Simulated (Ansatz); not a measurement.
**Zone-centre phonons of MgO at 50 GPa: input and output**

Theory: DFT PBE, scalar-relativistic, plane waves, PAW in Ansatz.

Launched with:
```bash
ansatz run input.yaml --threads 1 --pin off --max-ram 3072MiB --backend cpu --events-out ev --progress --plain --runs-dir out
```

Input (bare energies are in eV):
```yaml
crystal:
  lattice:
    - [0.0, 1.9795704559, 1.9795704559]
    - [1.9795704559, 0.0, 1.9795704559]
    - [1.9795704559, 1.9795704559, 0.0]
  atoms:
    - { symbol: Mg, position: [0.0, 0.0, 0.0] }
    - { symbol: O, position: [0.5, 0.5, 0.5] }
basis:
  ecutwfc: 420
kpoints:
  mp_grid: { grid: [10, 10, 10] }
hamiltonian:
  xc: pbe
scf:
  occupations: { method: fixed }
output:
  eigenvalues: true
phonons:
  method: dfpt
  dielectric: true
  rigid_motions: translations
  eigenvectors: true
```

Results section of the output:
```
--- Phonons (Γ-DFPT): 2 representative perturbations + reference, on 102 of 1000 k-points (Σ response iterations 7) ---
  k mesh reduced under 8 symmetry operations, with k and −k counted as one. Each operation leaves every solved perturbation unchanged. A smaller set is not considered because the run solves the response ...
  ASR residual: 3.618e-4 → 0.000e0 eV/Å²; symmetrization residual: 6.096e-9 eV/Å²
  ASR residual per site (eV/Å²): 3.62e-4 1.75e-4
  Γ frequencies (cm⁻¹): 0.00 0.00 0.00 572.93 572.93 572.93
  ε∞ (high-frequency dielectric tensor):
        3.038253    -0.000000     0.000000
        0.000000     3.038253    -0.000000
        0.000000     0.000000     3.038253
  ε⁰ (static dielectric tensor: ions relaxed, cell fixed):
        6.690860    -0.000000     0.000000
        0.000000     6.690860    -0.000000
       -0.000000    -0.000000     6.690860
  ε⁰ − ε∞ (ionic part):
        3.652607     0.000000    -0.000000
        0.000000     3.652607    -0.000000
       -0.000000    -0.000000     3.652607
  softest optical mode at Γ: 572.93 cm⁻¹; the repairs (sum rule, projections) moved no ω² at Γ by more than (2.01 cm⁻¹)²
  Born effective charges Z* (e; rows j = field, columns β = displacement):
    site 0:
         1.90979   -0.00000   -0.00000
         0.00000    1.90979    0.00000
         0.00000   -0.00000    1.90979
    site 1:
        -1.90979    0.00000    0.00000
        -0.00000   -1.90979    0.00000
         0.00000    0.00000   -1.90979
  Z* charge neutrality: 1.410e-5 e pre-enforcement
  k-mesh period / interband length: 28.0 Å / 1.17 Å = 24.03 at k = (0.0000, 0.0000, 0.0000), direct gap 6.763 eV — 14 or more, which is no proof of convergence
  optical modes at Γ without the LO–TO term, one row a degenerate level:
      ω (cm⁻¹) modes IR ((D/Å)²/amu)
        572.93      3            26.1647
  optical modes at Γ + LO–TO along q̂ = [1.0000, 0.0000, 0.0000]:
      ω (cm⁻¹) modes IR ((D/Å)²/amu)
        572.93      2            17.4431
        850.22      1             8.7216
  optical modes at Γ + LO–TO along q̂ = [0.0000, 1.0000, 0.0000]:
      ω (cm⁻¹) modes IR ((D/Å)²/amu)
        572.93      2            17.4431
        850.22      1             8.7216
  optical modes at Γ + LO–TO along q̂ = [0.0000, 0.0000, 1.0000]:
      ω (cm⁻¹) modes IR ((D/Å)²/amu)
        572.93      2            17.4431
        850.22      1             8.7216
```

It took 3 s on 1 thread of AMD EPYC 9R45 96-Core Processor (Zen 5), with other jobs on the host, peak memory 0.42 GiB.